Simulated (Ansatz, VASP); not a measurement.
# One calculation of HfO2, two programs

```
Hf O
1.0
     0.00000    2.55423    2.55423
     2.55423    0.00000    2.55423
     2.55423    2.55423    0.00000
Hf O
1 2
Direct
  0.00000 0.00000 0.00000
  0.25000 0.25000 0.25000
  0.75000 0.75000 0.75000
```

Alike in both runs: task single point; functional r2SCAN; k mesh 8 × 8 × 8; no spin polarisation.

|  | VASP | Ansatz |
| --- | --- | --- |
| version | VASP 6.6.1 | Ansatz 0.2.0 |
| potentials or method | VASP PAW PBE potentials, release 64 (Hf_pv, O) | plane waves, PAW |
| plane-wave cutoff (eV) | 520 | 500 |
| occupations | gaussian, width 0.01 eV | fixed |
| valence electrons in the cell | 22 | 38 |

VASP gave:

```
gap on the k mesh at the Fermi level (eV) : 4.23
pressure (GPa)                            : -11.2
```

Question: Which values does Ansatz return?

Answer: gap on the k mesh at the Fermi level (eV): 4.22; pressure (GPa): -7.5.

The two sets of potentials don't hold the same shells in valence.

Caveats: the PAW data sets were made with another functional, which shifts forces and pressure a little (VASP); spin-orbit coupling is left out, which moves the levels of the heavy elements. r2SCAN opens gaps a little over a GGA but as a rule still falls short of measured ones. A k mesh can miss the band edges.
